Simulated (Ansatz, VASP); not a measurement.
## One calculation of CaSe, two programs

```
Ca Se
1.0
     0.00000    2.95600    2.95600
     2.95600    0.00000    2.95600
     2.95600    2.95600    0.00000
Ca Se
1 1
Direct
  0.94714 0.94714 0.05286
  0.50000 0.50000 0.50000
```

Change from the starting cell: all Ca atoms moved +0.312 Å, as atom 1 towards its neighbour atom 2 (Se) at 2.956 Å.

Alike in both runs: task single point; functional PBE; k mesh 8 × 8 × 8; occupations gaussian, width 0.05 eV; no spin polarisation.

|  | VASP | Ansatz |
| --- | --- | --- |
| version | VASP 6.6.1 | Ansatz 0.2.0 |
| potentials or method | VASP PAW PBE potentials, release 64 (Ca_sv, Se) | scalar-relativistic, plane waves, PAW |
| plane-wave cutoff (eV) | 520 | 420 |
| valence electrons in the cell | 16 | 26 |

|  | VASP | Ansatz | Ansatz less VASP |
| --- | --- | --- | --- |
| gap on the k mesh at the Fermi level (eV) | 2.21 | 2.22 | +0.009 |
| least direct gap on the mesh (eV) | 2.99 | 3.00 | +0.009 |
| pressure (GPa) | 3.2 | 3.0 | -0.19 |
| largest component of the traceless stress (GPa) | 4.63 | 4.57 | -0.058 |
| rms of the force components (eV/Å) | 0.761 | 0.750 | -0.0110 |

Atom by atom the forces differ by 0.011 eV/Å (rms over components). With one functional, cell and mesh, what is left measures potentials, basis and numerics. The two sets of potentials don't hold the same shells in valence.

Caveats: forces of over 1 eV/Å show positions far from the minimum, so gaps and moduli don't describe the material at rest. A k mesh can miss the band edges.
